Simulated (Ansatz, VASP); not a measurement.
## Two plane-wave programs on Zn5Cd2Te

```
Zn Cd Te
1.0
     3.10000    0.00000    0.00000
    -1.55000    2.68468    0.00000
     0.00000    0.00000   19.24691
Zn Cd Te
5 2 1
Direct
  0.66667 0.33333 0.60322
  0.00000 0.00000 0.50000
  0.33333 0.66667 0.39678
  0.00000 0.00000 0.29750
  0.00000 0.00000 0.70250
  0.66667 0.33333 0.82743
  0.33333 0.66667 0.17257
  0.00000 0.00000 0.00000
```

Alike in both runs: functional PBE; k mesh 6 × 6 × 1; occupations gaussian, width 0.2 eV; no spin polarisation.

Ansatz relaxed the structure, and its values are those at the end. VASP's run is a single point on that final structure, the one shown.

```csv
,VASP,Ansatz
version,VASP 6.6.1,Ansatz 0.2.0
potentials or method,"VASP PAW PBE potentials, release 64 (Zn, Cd, Te)","scalar-relativistic, plane waves, PAW"
plane-wave cutoff (eV),520,420
valence electrons in the cell,90,116
```

Ansatz gave:

* gap on the k mesh at the Fermi level (eV): none
* pressure (GPa): 0.1
* rms of the force components (eV/Å): 0.012

Which values does VASP return?

gap on the k mesh at the Fermi level (eV): none; pressure (GPa): 0.2; rms of the force components (eV/Å): 0.011.

A gap of «none» marks a metal or a gap that the smearing closes. The functional is the same, so the differences come from potentials, cutoffs and numerics. The two sets of potentials don't hold the same shells in valence.

Caveats: the k mesh is coarse (spacing up to 0.39 Å⁻¹), so the values aren't converged. Spin-orbit coupling is left out, which matters for the levels of Te.
